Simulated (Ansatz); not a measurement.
## Rh under changes of volume

One of the cells (13.801 Å³/atom); the others are scaled copies at fixed shape and fractional positions:

```
Rh
1.0
     2.69174    0.00000    0.00000
    -1.34587    2.33112    0.00000
     0.00000    0.00000    8.79807
Rh
4
Direct
  0.66667 0.33333 0.75000
  0.00000 0.00000 0.50000
  0.33333 0.66667 0.25000
  0.00000 0.00000 0.00000
```

This isn't the form of Rh at room conditions, which is fcc.

```yaml
Program: Ansatz 0.2.0
Functional: PBE
Potentials_or_basis: Ansatz PAW
Cutoff: "420 eV (not typed: the program's choice for these potentials)"
k_mesh: 11 × 11 × 3
Occupations: fermi-dirac, width 0.05 eV
Spin: no spin polarisation
```

| volume (Å³/atom) | energy over the lowest point (meV/atom) | pressure (GPa) |
| --- | --- | --- |
| 12.973 | 80.58 | 25.7 |
| 13.249 | 43.18 | 18.1 |
| 13.525 | 18.19 | 11.3 |
| 13.801 | 4.22 | 5.3 |
| 14.078 | 0.00 | -0.1 |
| 14.354 | 4.43 | -4.8 |
| 14.630 | ? | ? |

What does the run at 14.630 Å³/atom give?

Energy over the lowest point 16.52 meV/atom; pressure -8.9 GPa.

Worked out: A Birch-Murnaghan fit of order 3 (a polynomial in V^(-2/3)) to the other rows has its minimum at 14.07 Å³/atom with B0 = V·E''(V) = 256 GPa and B' = 5.2 at fixed shape and positions, which overstates the stiffness. It gives 16.51 meV/atom at 14.630 Å³/atom, against the run's 16.52, and -dE/dV = -9.1 GPa, against -8.9.

Energies are extrapolated to zero smearing.
